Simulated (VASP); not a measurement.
Runs of VASP 6.6.1 on SnSe. Symmetry: Fm-3m, No. 225, cubic system. The conventional cell has a = 6.021 Å, b = 6.021 Å, c = 6.021 Å, α = 90.00°, β = 90.00°, γ = 90.00°. Sn (site symmetry m-3m) has 6 Se at 3.01 Å as nearest neighbours. Around Se (site symmetry m-3m) lie 6 Sn at 3.01 Å. Measurements of this composition are mostly on another form, of space group No. 62.

| task | level | potentials or basis | cell | k mesh | cutoff (eV) | mesh quality | gap on the mesh (eV) | pressure (GPa) | relaxed volume (Å³/atom) |
| --- | --- | --- | --- | --- | --- | --- | --- | --- | --- |
| single point | PBEsol | VASP PAW PBE potentials, release 64 (Sn_d, Se) | as given | 10 × 10 × 10 | 520 | not flagged | 0.52 | -1.8 | - |
| relaxation of cell and atoms | PBEsol | VASP PAW PBE potentials, release 64 (Sn_d, Se) | relaxed | 10 × 10 × 10 | 600 | not flagged | (a) | 0.0 | 26.35 |
| relaxation of cell and atoms | LDA | VASP PAW LDA potentials, release 64 (Sn_d, Se) | relaxed | 10 × 10 × 10 | 600 | not flagged | (b) | 0.0 | 25.69 |
| relaxation of cell and atoms | PBE | VASP PAW PBE potentials, release 64 (Sn_d, Se) | relaxed | 10 × 10 × 10 | 600 | not flagged | 0.49 | 0.0 | 27.84 |
| relaxation of cell and atoms | PBEsol | VASP PAW PBE potentials, release 64 (Sn_d, Se) | relaxed | 4 × 4 × 4 | 600 | coarse | 0.92 | 0.0 | 25.60 |
| relaxation of cell and atoms | PBEsol | VASP PAW PBE potentials, release 64 (Sn_d, Se) | relaxed | 10 × 10 × 10 | 300 | not flagged | 0.47 | 0.0 | 26.21 |
| relaxation of cell and atoms | PBE+D3(BJ) | VASP PAW PBE potentials, release 64 (Sn_d, Se) | relaxed | 10 × 10 × 10 | 600 | not flagged | 0.52 | 0.0 | 26.70 |
| relaxation of cell and atoms | PBEsol | VASP PAW PBE potentials, release 64 (Sn, Se) | relaxed | 10 × 10 × 10 | 580 | not flagged | 0.47 | 0.0 | 26.29 |

Alike in all rows: no spin polarisation; smearing gaussian 0.1 eV.

Estimate the missing entries.

(a) 0.48; (b) 0.43.

Caveats: some runs use coarse meshes; spin-orbit coupling is left out, which moves the levels of the heavy elements; the PAW data sets were made with another functional, which shifts forces and pressure a little (some runs).

A k mesh can miss the band edges, and the runs leave out spin-orbit coupling on Se, Sn.

The runs don't all hold the same shells in valence.
